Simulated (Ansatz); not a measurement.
# CdSe: pressure as volume scale varies

Results calculated with Ansatz 0.2.0, not measured. Periodic Kohn-Sham DFT of a crystal at fixed atoms, scaled to volume_scale times the given cell; pressure positive in compression, energy less spherical unpolarised free atoms, largest_vzz the field gradient of largest size among the nuclei.

The cell before it is scaled or strained (space group F-43m, No. 216):
```
cell vectors (Å)
   0.0000     3.0703     3.0703
   3.0703     0.0000     3.0703
   3.0703     3.0703     0.0000
atoms (fractions of the cell vectors)
Cd  0.00000  0.00000  0.00000
Se  0.25000  0.25000  0.25000
```

Settings of every row: method all-electron PAW; functional PBE; relativity scalar; k mesh 8x8x8; filling fermi-dirac; smearing width 0.03 eV; nucleus gaussian.

Atom start moment: 0 on all atoms.

| row | volume scale | V (Å³/atom) | pressure (GPa) |
| --- | --- | --- | --- |
| 1 | 0.94 | 27.206 | 4.918 |
| 2 | 0.9405 | 27.221 | 4.882 |
| 3 | 0.96 | 27.785 | 3.576 |
| 4 | 0.98 | 28.364 | 2.376 |
| 5 | 0.99 | 28.653 | 1.824 |
| 6 | 1 | 28.942 | ? |
| 7 | 1.01 | 29.232 | 0.807 |
| 8 | 1.02 | 29.522 | 0.339 |
| 9 | 1.04 | 30.101 | -0.522 |
| 10 | 1.06 | 30.68 | -1.293 |

Question: what pressure should row 6 give?

Worked fit of pressure. Take u = (V_r/V)^(2/3) − 1 with V_r = 28.653 Å³ an atom, which is twice the finite (Eulerian) strain; such expansions in the strain, on which the Birch-Murnaghan equation of state is built, carry the rest volume and the bulk modulus. The shown rows have u = 0.03515, 0.03477, 0.02072, 0.00678, 0, -0.01325, -0.01972, -0.03233, -0.04455. Least squares give pressure = 1.8242 + 79.744 × u + 228.44 × u² + 203 × u³ GPa; a parabola predicts inner rows, each left out in turn, worse (root mean square 0.0034 against 0.00053 GPa). The rows lie off it by 0.000, 0.000, 0.000, 0.001, 0.000, 0.000, 0.000, 0.000, 0.000. The pressure vanishes at u = -0.0246, or V = 29.74 Å³ an atom, and there the bulk modulus at fixed shape and fractions is B = −V dP/dV = (2/3)(1 + u) dP/du = 44.8 GPa. The withheld row has u = -0.00667, so the fit gives 1.8242 + 79.744 × (-0.00667) + 228.44 × (-0.00667)² + 203 × (-0.00667)³ = 1.302 GPa.

The calculation gave 1.301 GPa. The fit lies 0.001 GPa (0.016 % of the column's range) above it, one unit of the last digit.
